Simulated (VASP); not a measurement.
The system is BaTiO3.

```
Ba Ti O
1.0
     4.00600    0.00000    0.00000
     0.00000    4.00600    0.00000
     0.00000    0.00000    4.00600
Ba Ti O
1 1 3
Direct
  0.50000 0.50000 0.50000
  0.00000 0.00000 0.00000
  0.00000 0.00000 0.50000
  0.00000 0.50000 0.00000
  0.50000 0.00000 0.00000
```

Base run:

```yaml
Program: VASP 6.6.1
Functional: HSE06
Potentials_or_basis: VASP PAW PBE potentials, release 64 (Ba_sv, Ti_sv, O)
Cutoff: 520 eV
k_mesh: 4 × 4 × 4
Occupations: gaussian, width 0.02 eV
Spin: no spin polarisation
```

Its results: band gap on the k mesh 3.14 eV, indirect (least direct gap 3.26 eV); pressure -2.2 GPa.

Q: The run is repeated on the same cell with these changes: functional from HSE06 to r2SCAN-EpsX. What comes out?

A: Band gap on the k mesh 3.32 eV, indirect (least direct gap 3.46 eV); pressure -2.0 GPa.

Caveats: the PAW data sets were made with another functional, which shifts forces and pressure a little; spin-orbit coupling is left out, which moves the levels of the heavy elements.
